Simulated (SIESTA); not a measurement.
Crystal: FeO (Wuestite).

```
Fe O
1.0
     1.51882    0.87689    2.51958
    -1.51882    0.87689    2.51958
     0.00000   -1.75378    2.51958
Fe O
1 1
Direct
  0.00000 0.00000 0.00000
  0.50000 0.50000 0.50000
```

- Program: SIESTA 5.4.2
- Task: single point
- Functional: PBE
- Potentials or basis: PseudoDojo 0.4 standard (PBE files)
- Basis: DZP (energy shift 0.003 Ry; two zetas on semicore shells)
- Grid cutoff: 800 Ry
- Energy shift: 0.003 Ry
- k mesh: 11 × 11 × 11
- Occupations: fermi-dirac, width 0.05 eV
- Spin: collinear spin, ferromagnetic start
- Starting moments: [3.0, 0.0] μB

On this cell: pressure -0.5 GPa; largest force under 0.003 eV/Å; net moment 4.00 μB per cell; site moments Fe +3.69; O +0.31 μB; band gap on the k mesh none (metal or under the smearing width).

The same run follows on a disturbed copy (atoms moved at random, drawn with an rms of 0.05 Å):

```xyz
2
Lattice="1.5188 0.8769 2.5196 -1.5188 0.8769 2.5196 0.0000 -1.7538 2.5196" Properties=species:S:1:pos:R:3 pbc="T T T"
Fe    0.0044    0.0002    0.0152
O    -0.0560    0.0328    3.7337
```

What does the disturbed cell give?

The energy (extrapolated to zero smearing) moves by +7.8 meV/atom; pressure 0.2 GPa; largest force 0.352 eV/Å; net moment 4.00 μB per cell; site moments Fe +3.69; O +0.31 μB; band gap on the k mesh none (metal or under the smearing width).

Forces in eV/Å, atoms in the order of the input:
```
Fe  -0.227  0.123 -0.237
O    0.227 -0.123  0.238
```

Stress tensor (GPa, compression positive):
```
 0.90 -0.71  0.94
-0.71  0.10 -0.55
 0.94 -0.55 -0.48
```

Caveats: short orbitals over semicore shells can move pressures by several GPa; the basis of atomic orbitals isn't converged, which shifts pressures, moduli and gaps; a cell with one magnetic atom can't hold antiferromagnetic order, which such compounds often take; semilocal functionals often make such compounds metallic where correlation or magnetic order opens a gap, which also shifts bond lengths.
